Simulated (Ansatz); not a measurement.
# W: how the free axis answers a strain

W, Im-3m, a = 3.184 Å. Ansatz: PBE, PAW, 420 eV, Γ-centred 16×16×16 mesh on 2 atoms, Gaussian smearing 0.10 eV; no spin polarisation. Series: biaxial strain in the a-b plane, c and atoms relaxed; x is the strain in per cent. y is the change of c in per cent of 3.184 Å.

| x (%) | y (%) |
| --- | --- |
| -3.0 | ? |
| -2.0 | 1.74 |
| -1.0 | 0.89 |
| 0.0 | 0.00 |
| 1.0 | -0.82 |
| 2.0 | -1.51 |
| 3.0 | -2.16 |

Problem. Fit y = c1 x + c2 x² to the other rows, say what c1 measures, and predict the missing y.

Solution. Least squares on the rows shown. y = −0.8181 x + 0.03165 x². With no stress along c, c1 = −2C12/C11 = -0.818. At x = -3.0 the fit asked for gives 2.74 %. The run gave 2.65 %, so the fit is 0.09 % too high, 1.9 % of the span of the series, against an rms of 0.03 % on the fitted rows. The row lies outside the fitted range. With a term in x³ added, a fit to the same known rows predicts 2.64 %, so most of the miss is curvature that the known rows already hold.

Spin–orbit coupling is left out, which can shift energies with elements as heavy as these.

Cost: 7 runs of about 3.1 core-minutes in all, on Intel Xeon 6975P-C (Granite Rapids) (shared hosts).